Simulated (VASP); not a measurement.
Input of a VASP 6.6.1 run:

Contents of INCAR:

```
ALGO = Fast
EDIFF = 1E-7
ENCUT = 520
GGA = PE
ISIF = 2
ISMEAR = 0
LASPH = True
LCHARG = False
LREAL = False
LWAVE = False
NELM = 60
PREC = Accurate
SIGMA = 0.011
```

File KPOINTS:

```
k-points
0
Gamma
  8 8 8
```

File POSCAR:

```
HgSe
1.0
    0.0000000000      3.0390000000      3.0390000000
    3.0390000000      0.0000000000      3.0390000000
    3.0390000000      3.0390000000      0.0000000000
Hg Se
1 1
Direct
    0.0000000000      0.0000000000      0.0000000000
    0.7500000000      0.7500000000      0.7500000000
```

Potentials or basis: VASP PAW PBE potentials, release 64 (Hg, Se).

The run is started by

```console
$ cat potpaw_PBE.64/Hg/POTCAR potpaw_PBE.64/Se/POTCAR > POTCAR
$ mpirun -np 1 vasp_std > vasp.out
```

(1) Estimate the band gap on the k mesh.

(2) Predict the pressure.

## Answers

(1) none (metal or under the smearing width).

(2) 5.0 GPa.
